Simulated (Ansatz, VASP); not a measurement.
# One calculation of Fe, two programs

Contents of INCAR:

```
  ALGO = Normal
  EDIFF = 1E-6
  ENCUT = 520
  GGA = PE
  ISIF = 2
  ISMEAR = 0
  ISPIN = 2
  LASPH = True
  LCHARG = False
  LMAXMIX = 4
  LORBIT = 11
  LREAL = False
  LWAVE = False
  MAGMOM = 2.44
  NBANDS = 14
  NELM = 150
  PREC = Accurate
  SIGMA = 0.1
```

Contents of KPOINTS:

```
k-points
0
Gamma
  20 20 20
```

File POSCAR:

```
Fe
1.0
   -1.4614916802      1.4614916802      1.4614916802
    1.4614916802     -1.4614916802      1.4614916802
    1.4614916802      1.4614916802     -1.4614916802
Fe
1
Direct
    0.0000000000      0.0000000000      0.0000000000
```

Input for Ansatz:

```yaml
crystal:
  lattice:
    - [-1.4614916802, 1.4614916802, 1.4614916802]
    - [1.4614916802, -1.4614916802, 1.4614916802]
    - [1.4614916802, 1.4614916802, -1.4614916802]
  atoms:
    - { symbol: Fe, position: [0.0, 0.0, 0.0], spin: 2.44 }
basis:
  ecutwfc: 420
kpoints:
  mp_grid: { grid: [20, 20, 20] }
hamiltonian:
  xc: pbe
scf:
  occupations: { method: gaussian, width: 0.1 }
output:
  forces: true
  stress: true
  eigenvalues: true
  populations: true
magnetization:
  spin_polarized: true
```

Alike in both runs: task single point; functional PBE; k mesh 20 × 20 × 20; occupations gaussian, width 0.1 eV; collinear spin.

|  | VASP | Ansatz |
| --- | --- | --- |
| version | VASP 6.6.1 | Ansatz 0.2.0 |
| potentials or method | VASP PAW PBE potentials, release 64 (Fe) | scalar-relativistic, plane waves, PAW |
| plane-wave cutoff (eV) | 520 | 420 |
| valence electrons in the cell | 8 | 16 |

```csv
,VASP,Ansatz,Ansatz less VASP
gap on the k mesh at the Fermi level (eV),none,none,-
pressure (GPa),-13.3,-14.0,-0.69
net moment per atom (μB),2.39,2.34,-0.047
size of the moment on the site where the two differ most (μB),2.40,2.41,+0.002
```

Site moments also hang on the region over which each program counts them. A gap of «none» marks a metal or a gap that the smearing closes. With one functional, cell and mesh, what is left measures potentials, basis and numerics. The two sets of potentials don't hold the same shells in valence.
